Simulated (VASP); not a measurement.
# TiB2 (P6/mmm) in VASP: notebook

The runs below take TiB2 through relaxation of cell and atoms, with PBE.

Everything below comes from runs of VASP 6.6.1. Logs are shortened: lines on timing, memory, paths and dates and some standing lists are left out, and cuts for length are marked.

### Step 1. Starting point

It takes space group P6/mmm (No. 191, hexagonal). The conventional cell has a = 3.029 Å, b = 3.029 Å, c = 3.228 Å, α = 90.00°, β = 90.00°, γ = 120.00°. Ti (site symmetry 6/mmm) has 12 B at 2.38 Å as nearest neighbours. Around B (site symmetry -6m2) lie 3 B at 1.75 Å.

### Step 2. Relaxation of cell and atoms, PBE

File INCAR:

```
SYSTEM = TiB2
  ALGO = Normal
  EDIFF = 1E-7
  EDIFFG = -0.002
  ENCUT = 520
  GGA = PE
  IBRION = 2
  ISIF = 3
  ISMEAR = 0
  LASPH = .TRUE.
  LCHARG = .FALSE.
  LREAL = .FALSE.
  LWAVE = .FALSE.
  NELM = 100
  NSW = 80
  PREC = Accurate
  SIGMA = 0.1
```

File KPOINTS:

```
k-points
0
G
  24 24 18
  0 0 0
```

File POSCAR:

```
TiB2
1.0
    3.0292000000      0.0000000000      0.0000000000
   -1.5146000000      2.6233641500      0.0000000000
    0.0000000000      0.0000000000      3.2284000000
Ti B
1 2
Direct
    0.0000000000      0.0000000000      0.0000000000
    0.3333333300      0.6666666700      0.5000000000
    0.6666666700      0.3333333300      0.5000000000
```

Potentials or basis: VASP PAW PBE potentials, release 64 (Ti_sv, B).

Launch:

```sh
> cat potpaw_PBE.64/Ti_sv/POTCAR potpaw_PBE.64/B/POTCAR > POTCAR
> mpirun -np 1 vasp_std > vasp.out
```

OUTCAR:

```text
SYSTEM = TiB2
   EDIFF = 1E-7
   EDIFFG = -0.002
   ENCUT = 520
   GGA = PE
   IBRION = 2
   ISIF = 3
   ISMEAR = 0
   LASPH = .TRUE.
   LREAL = .FALSE.
   NELM = 100
   NSW = 80
   PREC = Accurate

 ion  position               nearest neighbor table
   1  0.000  0.000  0.000-   2 2.38   3 2.38   2 2.38   3 2.38   2 2.38   2 2.38   3 2.38   3 2.38
                             3 2.38   3 2.38   2 2.38   2 2.38
   2  0.333  0.667  0.500-   3 1.75   3 1.75   3 1.75   1 2.38   1 2.38   1 2.38   1 2.38   1 2.38
                             1 2.38
   3  0.667  0.333  0.500-   2 1.75   2 1.75   2 1.75   1 2.38   1 2.38   1 2.38   1 2.38   1 2.38
                             1 2.38

  LATTYP: Found a hexagonal cell.
 ALAT       =     3.0292000000
 C/A-ratio  =     1.0657599366

  Lattice vectors:

 A1 = (   3.0292000000,   0.0000000000,   0.0000000000)
 A2 = (  -1.5146000000,   2.6233641500,   0.0000000000)
 A3 = (   0.0000000000,   0.0000000000,   3.2284000000)

Analysis of symmetry for initial positions (statically):
=====================================================================
 Subroutine PRICEL returns:
 Original cell was already a primitive cell.

 Routine SETGRP: Setting up the symmetry group for a
 hexagonal supercell.

 Subroutine GETGRP returns: Found 24 space group operations
 (whereof 24 operations were pure point group operations)
 out of a pool of 24 trial point group operations.

The static configuration has the point symmetry D_6h.

Analysis of symmetry for dynamics (positions and initial velocities):
=====================================================================
 Subroutine PRICEL returns:
 Original cell was already a primitive cell.

 Routine SETGRP: Setting up the symmetry group for a
 hexagonal supercell.

 Subroutine GETGRP returns: Found 24 space group operations
 (whereof 24 operations were pure point group operations)
 out of a pool of 24 trial point group operations.

The dynamic configuration has the point symmetry D_6h.

 Subroutine INISYM returns: Found 24 space group operations
 (whereof 24 operations are pure point group operations),
 and found     1 'primitive' translations

----------------------------------------------------------------------------------------

                                     Primitive cell

  volume of cell :      25.6551

  direct lattice vectors                    reciprocal lattice vectors
     3.029200000  0.000000000  0.000000000     0.330120164  0.190594966  0.000000000
    -1.514600000  2.623364150  0.000000000     0.000000000  0.381189931  0.000000000
     0.000000000  0.000000000  3.228400000     0.000000000  0.000000000  0.309750960

  length of vectors
     3.029200000  3.029199997  3.228400000     0.381189931  0.381189931  0.309750960

  position of ions in fractional coordinates (direct lattice)
     0.000000000  0.000000000  0.000000000
     0.333333330  0.666666670  0.500000000
     0.666666670  0.333333330  0.500000000

  ion indices of the primitive-cell ions
   primitive index   ion index
                 1           1
                 2           2
                 3           3

----------------------------------------------------------------------------------------

 KPOINTS: k-points

Automatic generation of k-mesh.
 Grid dimensions read from file:
 generate k-points for:   24   24   18

 Generating k-lattice:

  Cartesian coordinates                     Fractional coordinates (reciprocal lattice)
     0.013755007  0.007941457  0.000000000     0.041666667  0.000000000  0.000000000
     0.000000000  0.015882914  0.000000000     0.000000000  0.041666667  0.000000000
     0.000000000  0.000000000  0.017208387     0.000000000  0.000000000  0.055555556

  Length of vectors
     0.015882914  0.015882914  0.017208387

  Shift w.r.t. Gamma in fractional coordinates (k-lattice)
     0.000000000  0.000000000  0.000000000

 Subroutine IBZKPT returns following result:
 ===========================================

 Found    610 irreducible k-points:

 Following reciprocal coordinates:
            Coordinates               Weight
  0.000000  0.000000  0.000000      1.000000
  0.041667  0.000000  0.000000      6.000000
  0.083333  0.000000  0.000000      6.000000
  0.125000  0.000000  0.000000      6.000000
  0.166667  0.000000  0.000000      6.000000
  0.208333  0.000000  0.000000      6.000000
[... 16 lines left out ...]
  0.416667  0.041667  0.000000     12.000000
  0.458333  0.041667  0.000000     12.000000
 [... further k-points ...]
   k-points           NKPTS =    610   k-points in BZ     NKDIM =    610   number of bands    NBANDS=     13
   number of dos      NEDOS =    301   number of ions     NIONS =      3
   total plane-waves  NPLWV =  13824
   dimension x,y,z NGX =    24 NGY =   24 NGZ =   24
   dimension x,y,z NGXF=    48 NGYF=   48 NGZF=   48
   ions per type =               1   2
   NGX,Y,Z   is equivalent  to a cutoff of  13.17, 13.17, 12.36 a.u.
   NGXF,Y,Z  is equivalent  to a cutoff of  26.34, 26.34, 24.72 a.u.
 SYSTEM =  TiB2
   PREC   = accura    normal or accurate (medium, high low for compatibility)
   ISTART =      0    job   : 0-new  1-cont  2-samecut
   ICHARG =      2    charge: 1-file 2-atom 10-const
   ISPIN  =      1    spin polarized calculation?
   LNONCOLLINEAR =      F non collinear calculations
   LSORBIT =      F    spin-orbit coupling
   LASPH  =      T    aspherical Exc in radial PAW
   ENCUT  =  520.0 eV  38.22 Ry    6.18 a.u.   5.63  5.63  6.00*2*pi/ulx,y,z
   NELM   =    100;   NELMIN=  2; NELMDL= -5     # of ELM steps
   EDIFF  = 0.1E-06   stopping-criterion for ELM
   LREAL  =      F    real-space projection
   EDIFFG = -.2E-02   stopping-criterion for IOM
   NSW    =     80    number of steps for IOM
   IBRION =      2    ionic relax: 0-MD 1-quasi-New 2-CG
   NFREE  =      1    steps in history (QN), initial steepest desc. (CG)
   ISIF   =      3    stress and relaxation
   ISYM   =      2    0-nonsym 1-usesym 2-fastsym
   POTIM  = 0.5000    time-step for ionic-motion
   TEBEG  =    0.0;   TEEND  =   0.0 temperature during run
   PSTRESS=    0.0 pullay stress
   NELECT =      18.0000    total number of electrons
   NUPDOWN=      -1.0000    fix difference up-down
   EMIN   =  10.00;   EMAX   =-10.00  energy-range for DOS
   EFERMI =   0.00;   METHOD = LEGACY
   ISMEAR =     0;   SIGMA  =   0.10  broadening in eV -4-tet -1-fermi 0-gaus
   EFERMI_NEDOS =   21; number of points for ismear=-14 and -15
   IALGO  =     38    algorithm
   IMIX   =      4    mixing-type and parameters
     AMIX     =   0.40;   BMIX     =  1.00
     AMIX_MAG =   1.60;   BMIX_MAG =  1.00
  volume/ion in A,a.u.               =       8.55        57.71
  Fermi-wavevector in a.u.,A,eV,Ry     =   1.454703  2.748990 28.792122  2.116161
  Thomas-Fermi vector in A             =   2.571823
   LORBIT       =      0    0 simple, 1 ext, 2 COOP (PROOUT), +10 PAW based schemes
   GGA     = PE    functional components
   LHFCALC =     F    Hartree Fock is set to
   AEXX    =    0.0000 exact exchange contribution
   IVDW    =     0    specifies the selected vdW correction
   LEPSILON=     F    determine dielectric tensor
   LRPA    =     F    only Hartree local field effects (RPA)
 conjugate gradient relaxation of ions
 non-spin polarized calculation
 Gauss-broadening in eV      SIGMA  =   0.10
  energy-cutoff  :      520.00
  volume of cell :       25.66
 maximum number of plane-waves:       721
 NGX is ok and might be reduce to    24
   NGX = 11   NGY = 11   NGZ = 13

--------------------------------------- Ionic step        1  -------------------------------------------

 number of electron      18.0000002 magnetization

 Free energy of the ion-electron system (eV)
  ---------------------------------------------------
  ext. energy  EPLUGINS =         0.00000000
  ---------------------------------------------------
  free energy    TOTEN  =       -24.43001863 eV

  energy without entropy =      -24.42801887  energy(sigma->0) =      -24.42901875

------------------------ aborting loop because EDIFF is reached ----------------------------------------

  FORCE on cell =-STRESS in cart. coord.  units (eV):
  Direction    XX          YY          ZZ          XY          YZ          ZX
  --------------------------------------------------------------------------------------
  -------------------------------------------------------------------------------------
  Total        0.1171457      0.1171457     -0.0348589      0.0000000     -0.0000000      0.0000000
  in kB        7.3158236      7.3158236     -2.1769572      0.0000000     -0.0000000      0.0000000
  external PRESSURE =       4.1515633 kB  Pullay stress =       0.0000000 kB
[... 133 lines left out ...]
  energy  without entropy=      -24.4281452804  energy(sigma->0) =      -24.42915584

--------------------------------------- Ionic step        5  -------------------------------------------

 number of electron      18.0000001 magnetization

 Free energy of the ion-electron system (eV)
  ---------------------------------------------------
  ext. energy  EPLUGINS =         0.00000000
  ---------------------------------------------------
  free energy    TOTEN  =       -24.43016703 eV

  energy without entropy =      -24.42814689  energy(sigma->0) =      -24.42915696

 E-fermi :  10.0290     XC(G=0): -12.7633

 val. band max:       10.0168846122   @ k =   0.2083   0.1667   0.1111
 cond. band min:      10.0317698096   @ k =   0.0417   0.0000   0.3889
 fundamental gap:      0.0148851973
 Fermi energy:        10.0290261805

 k-point     1 :       0.0000    0.0000    0.0000
  band No.  band energies     occupation
      1     -46.9699      2.00000
      2     -23.3215      2.00000
      3     -23.0085      2.00000
      4     -23.0085      2.00000
      5      -3.5130      2.00000
      6       7.3732      2.00000
      7       7.3732      2.00000
      8       7.6819      2.00000
      9       7.8815      2.00000
     10      11.8738      0.00000
     11      11.8738      0.00000
     12      13.6448      0.00000
     13      13.6448      0.00000
[... 353 lines left out ...]
 k-point    24 :       0.4583    0.0417    0.0000
  band No.  band energies     occupation
      1     -46.9162      2.00000
      2     -23.4045      2.00000
      3     -23.2531      2.00000
      4     -23.1048      2.00000
      5       0.3937      2.00000
      6       1.0213      2.00000
      7       6.4255      2.00000
      8       6.8060      2.00000
      9       8.0006      2.00000
     10      11.1453      0.00000
     11      12.6634      0.00000
     12      13.1507      0.00000
     13      13.5637      0.00000

 [... further k-points ...]

------------------------ aborting loop because EDIFF is reached ----------------------------------------

  FORCE on cell =-STRESS in cart. coord.  units (eV):
  Direction    XX          YY          ZZ          XY          YZ          ZX
  --------------------------------------------------------------------------------------
  -------------------------------------------------------------------------------------
  Total        0.0012330      0.0012330     -0.0002005      0.0000000      0.0000000      0.0000000
  in kB        0.0769074      0.0769074     -0.0125037      0.0000000      0.0000000      0.0000000
  external PRESSURE =       0.0471037 kB  Pullay stress =       0.0000000 kB
[... 18 lines left out ...]
  FREE ENERGIE OF THE ION-ELECTRON SYSTEM (eV)
  ---------------------------------------------------
  free  energy   TOTEN  =       -24.4301670314 eV

  energy  without entropy=      -24.4281468942  energy(sigma->0) =      -24.42915696

 reached required accuracy - stopping structural energy minimisation
```

Wall time 2.9 min (1 thread of Intel Xeon 6975P-C (Granite Rapids), shared host); peak memory 0.34 GiB.

Results:

```yaml
Free_energy: -24.4302 eV
Relaxed_volume: 8.56 Å³/atom
Relaxed_cell: a = 3.033 Å, b = 3.033 Å, c = 3.225 Å, α = 90.00°, β = 90.00°, γ = 120.00°
Space_group_after_relaxing_to_0.05_Å: P6/mmm (No. 191)
Energy_gained_by_relaxing: 0.0 meV/atom
Ionic_steps: 5
Pressure_after_relaxing: 0.0 GPa
Band_gap_on_the_k_mesh: none (metal or under the smearing width)
```

The path:
```csv
step,energy change (eV),largest force (eV/Å),pressure (GPa),volume (Å³)
1,0.0000,0.0000,0.42,25.66
2,-0.0001,0.0000,-0.45,25.74
3,-0.0001,0.0000,-0.15,25.70
4,-0.0001,0.0000,0.03,25.68
5,-0.0001,0.0000,0.00,25.69
```

Final structure:
```
CELL_PARAMETERS angstrom
3.03263 0.00000 0.00000
-1.51632 2.62634 0.00000
0.00000 0.00000 3.22507
ATOMIC_POSITIONS crystal
Ti 0.00000 0.00000 0.00000
B 0.33333 0.66667 0.50000
B 0.66667 0.33333 0.50000
```

Levels at points of the mesh, in eV from the Fermi level:
```
           k point  band 7  band 8  band 9  band 10  band 11  band 12
(0.00, 0.00, 0.00)   -2.66   -2.35   -2.15     1.84     1.84     3.62
(0.50, 0.00, 0.00)   -3.32   -3.25   -2.30     1.29     2.69     3.16
(0.00, 0.00, 0.50)   -0.61   -0.61   -0.23    -0.23     0.40     0.40
(0.50, 0.00, 0.50)   -4.69   -3.86   -3.19     2.44     2.87     4.42
```

### Step 3. Relaxation of cell and atoms, PBE

INCAR is that of step 2.

KPOINTS is that of step 2.

File POSCAR:

```
TiB2                                    
1.0
    3.0326325791      0.0000000000      0.0000000000
   -1.5163162895      2.6263368507     -0.0000000000
    0.0000000000     -0.0000000000      3.2250654530
  Ti              B             
     1     2
Direct
     0.0000000000000000    0.0000000000000000    0.0000000000000000
     0.3333333300000021    0.6666666699999979    0.5000000000000000
     0.6666666699999979    0.3333333300000021    0.5000000000000000
```

Potentials or basis: VASP PAW PBE potentials, release 64 (Ti_sv, B).

Launch:

```sh
> cat potpaw_PBE.64/Ti_sv/POTCAR potpaw_PBE.64/B/POTCAR > POTCAR
> mpirun -np 1 vasp_std > vasp.out
```

It took 59 s on 1 thread of Intel Xeon 6975P-C (Granite Rapids), shared host; peak memory 0.32 GiB.

Results (log left out):

```yaml
Free_energy: -24.4302 eV
Pressure_after_relaxing: 0.0 GPa
Band_gap_on_the_k_mesh: none (metal or under the smearing width)
```

Final structure:
```xyz
3
Lattice="3.0326 0.0000 0.0000 -1.5163 2.6263 0.0000 0.0000 0.0000 3.2251" Properties=species:S:1:pos:R:3 pbc="T T T"
Ti    0.0000    0.0000    0.0000
B     0.0000    1.7509    1.6125
B     1.5163    0.8754    1.6125
```

Levels at points of the mesh, in eV from the Fermi level:
```tsv
k point	band 5	band 6	band 7	band 8	band 9	band 10	band 11	band 12	band 13
(0.00, 0.00, 0.00)	-13.54	-2.66	-2.66	-2.35	-2.15	1.84	1.84	3.62	3.62
(0.50, 0.00, 0.00)	-9.41	-9.28	-3.32	-3.25	-2.30	1.29	2.69	3.16	3.33
(0.00, 0.00, 0.50)	-11.62	-7.64	-0.61	-0.61	-0.23	-0.23	0.40	0.40	1.61
(0.50, 0.00, 0.50)	-9.79	-7.59	-4.69	-3.86	-3.19	2.44	2.87	4.42	4.53
```

Caveat: the relaxation stopped at its first step, so nothing moved.
